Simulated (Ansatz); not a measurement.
Cold compression of Lu (fcc type)

```
Lu
1.0
     0.00000    2.44092    2.44092
     2.44092    0.00000    2.44092
     2.44092    2.44092    0.00000
Lu
1
Cartesian
  0.0000 0.0000 0.0000
```

The cell comes from a relaxation on PAW files under the same functional, begun from a prototype that needn't be the stable phase.

Its volume is scaled at fixed shape and fractional positions.

Level of theory: DFT with PBE, scalar-relativistic, in Ansatz 0.2.0; a Γ-centred 15×15×15 k mesh, Fermi–Dirac smearing of 0.1 eV, no spin polarisation. LAPW: all electrons, basis error target 1 meV/atom; PAW: frozen-core files, cutoff 420 eV; crystal datasets: all electrons, by PAW datasets that the program makes for each cell; norm-conserving: pseudopotentials, cutoff 1361 eV; PAW (core large): files with a larger core, cutoff 420 eV.

Energies are extrapolated to zero smearing and count from the unscaled cell; pressure is positive in compression; gaps take the mesh and a band path. No temperature or zero-point motion is included.

Spin–orbit coupling is left out, which matters for the heavy atoms.

```csv
V/V0,V (Å³/atom),P LAPW (GPa),ΔE LAPW (eV/atom),P PAW − LAPW (GPa),ΔE PAW − LAPW (meV/atom)
1.00,29.09,0.00,0.000,0.00,0.0
0.92,26.76,3.99,0.024,0.00,0.0
0.84,24.43,?,?,?,?
0.76,22.11,18.45,0.315,-0.01,-0.2
0.68,19.78,31.7,0.670,-0.02,-0.4
0.60,17.45,52.8,1.272,-0.03,-0.7
0.52,15.12,87.2,2.269,-0.03,-1.1
0.45,13.09,139.3,3.675,-0.11,-1.7
```

Problem. Fit the Vinet equation to the LAPW pressures shown (residuals weighted by 1/(|P| + 0.03·Pmax)), and predict the pressure of the withheld row.

Solution. The fit gives V0 = 29.10 Å³/atom, B0 = 39 GPa and B0′ = 4.09. At 24.43 Å³/atom, x = (V/V0)^(1/3) = 0.9434, and P = 3·B0·(1 − x)/x²·exp[1.5·(B0′ − 1)·(1 − x)] = 9.67 GPa. The run itself gave 9.80 GPa (-1.4 % off) and ΔE = 0.118 eV/atom.

Problem. At the smallest volume, how far do crystal datasets and norm-conserving and PAW (core large) lie from LAPW in pressure?

Solution. crystal datasets: 0.00 GPa; norm-conserving: -1.20 GPa; PAW (core large): -0.11 GPa, on a LAPW pressure of 139.3 GPa.

Problem. How do the Löwdin populations by LAPW change from the unscaled cell to the last row?

Solution. Lu 5s 1.95 → 1.85, Lu 6s 0.81 → 0.42, Lu 5p 5.97 → 5.79, Lu 5d 2.22 → 3.02, Lu 4f 13.99 → 13.91 electrons an atom. These are projections on the shells that the free atoms fill; 0.06 e a cell lies outside them at the start and 0.01 e at the end.
